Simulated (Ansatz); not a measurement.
Here are 2 structures of SrCl2, each relaxed with r2SCAN+rVV10 (the plane-wave code Ansatz). Simulated, non-magnetic, generated structures, which need not be known phases.

- 3R-MoS2 type: space group R3m (No. 160), trigonal; conventional cell a = 4.171 Å, c = 18.405 Å, 30.82 Å³ an atom. Sr has 6 Cl at 2.92 Å; Cl has 3 Sr at 2.92 Å.
- CdCl2 type (relaxed to Fm-3m): it is cubic, Fm-3m (No. 225); conventional cell a = 6.951 Å, 27.98 Å³ an atom. Sr has 8 Cl at 3.01 Å; Cl has 4 Sr at 3.01 Å.

Q: Which is lowest in energy with r2SCAN+rVV10, and by how much?

A: Among these cells the lowest with r2SCAN+rVV10 is CdCl2 type (relaxed to Fm-3m), 252 meV an atom below the next, 3R-MoS2 type. Other structures, not computed here, could lie lower.

Q: Does the order change among the functionals that relaxed these cells?

A: Not for the lowest cell. PBE-D3(BJ) agrees on the lowest cell. PBE-D3(BJ): 3R-MoS2 type 228, CdCl2 type (relaxed to Fm-3m) 0 meV an atom.

Q: What gaps does HSE06 give on these cells?

A: 3R-MoS2 type: 5.57 d (Γ); CdCl2 type (relaxed to Fm-3m): 6.67 i (F → Γ) (eV; d direct, i indirect).

Q: What gaps does PBE give on these cells?

A: 3R-MoS2 type: 4.34 d (Γ); CdCl2 type (relaxed to Fm-3m): 5.39 i (F → Γ) (eV; d direct, i indirect).

The meshes of the hybrids are coarse, so their gaps aren't converged to the digits shown.
